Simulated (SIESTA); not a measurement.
The system is HfO2.

```
Hf O
1.0
     0.00000    2.55750    2.55750
     2.55750    0.00000    2.55750
     2.55750    2.55750    0.00000
Hf O
1 2
Cartesian
  0.0000 0.0000 0.0000
  3.8363 3.8363 3.8363
  1.2788 1.2788 1.2788
```

Measurements of this composition are mostly on another form, of space group No. 14.

Base run:

| Quantity | Value |
| --- | --- |
| Program | SIESTA 5.4.2 |
| Functional | PBE |
| Potentials or basis | PseudoDojo 0.4 standard (PBE files) |
| Basis | DZP (energy shift 0.003 Ry; two zetas on semicore shells) |
| Grid cutoff | 800 Ry |
| Energy shift | 0.003 Ry |
| k mesh | 9 × 9 × 9 |
| Occupations | fermi-dirac, width 0.05 eV |
| Spin | no spin polarisation |
| Hubbard terms | Hf d U = 6 eV |

Its results: band gap on the k mesh 4.97 eV, indirect (least direct gap 5.06 eV); pressure 14.9 GPa.

**Question.** The run is repeated on the same cell with these changes: hubbard terms from Hf d U = 6 eV to none. What comes out?

**Answer.** Band gap on the k mesh 3.70 eV, indirect (least direct gap 3.83 eV); pressure 0.2 GPa.

The U term pushes filled and empty states of the shell apart.

Caveats: short orbitals over semicore shells can move pressures by several GPa; spin-orbit coupling is left out, which moves the levels of the heavy elements; an odd mesh through Γ misses points on the zone boundary, where band edges often lie; the basis of atomic orbitals isn't converged, which shifts pressures, moduli and gaps.
